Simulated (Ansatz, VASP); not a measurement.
**One calculation of GaP, two programs**

INCAR

```
PREC = Accurate
ENCUT = 520
EDIFF = 1E-6
ISMEAR = 0
SIGMA = 0.05
LREAL = F
LASPH = T
NELM = 60
ALGO = Normal
ISIF = 2
LWAVE = F
LCHARG = F
GGA = PE
NBANDS = 16
```

KPOINTS

```
regular mesh
0
Gamma
  8 8 8
```

Contents of POSCAR:

```
GaP
1.0
    0.0000000000      2.8901636530      2.6837233921
    2.8901636530      0.0000000000      2.6837233921
    2.8901636530      2.8901636530      0.0000000000
Ga P
1 1
Direct
    0.0000000000      0.0000000000      0.0000000000
    0.7500000000      0.7500000000      0.7500000000
```

Input for Ansatz:

```yaml
crystal:
  lattice:
    - [0.0, 2.890163653, 2.6837233921]
    - [2.890163653, 0.0, 2.6837233921]
    - [2.890163653, 2.890163653, 0.0]
  atoms:
    - { symbol: Ga, position: [0.0, 0.0, 0.0] }
    - { symbol: P, position: [0.75, 0.75, 0.75] }
basis:
  ecutwfc: 420
kpoints:
  mp_grid: { grid: [8, 8, 8] }
hamiltonian:
  xc: pbe
scf:
  occupations: { method: gaussian, width: 0.05 }
output:
  forces: true
  stress: true
  eigenvalues: true
```

Change from the starting cell: strain +0.050 along x and y, -0.025 along z, atoms carried along.

Alike in both runs: task single point; functional PBE; k mesh 8 × 8 × 8; occupations gaussian, width 0.05 eV; no spin polarisation.

|  | VASP | Ansatz |
| --- | --- | --- |
| version | VASP 6.6.1 | Ansatz 0.2.0 |
| potentials or method | VASP PAW PBE potentials, release 64 (Ga_d, P) | scalar-relativistic, plane waves, PAW |
| plane-wave cutoff (eV) | 520 | 420 |
| valence electrons in the cell | 18 | 18 |

VASP gave:

```
gap on the k mesh at the Fermi level (eV)       : 0.74
least direct gap on the mesh (eV)               : 0.74
pressure (GPa)                                  : -4.8
largest component of the traceless stress (GPa) : 3.09
```

Task: Estimate Ansatz's values.

Result: gap on the k mesh at the Fermi level (eV): 0.74; least direct gap on the mesh (eV): 0.74; pressure (GPa): -4.7; largest component of the traceless stress (GPa): 3.09.

A k mesh can miss the band edges.
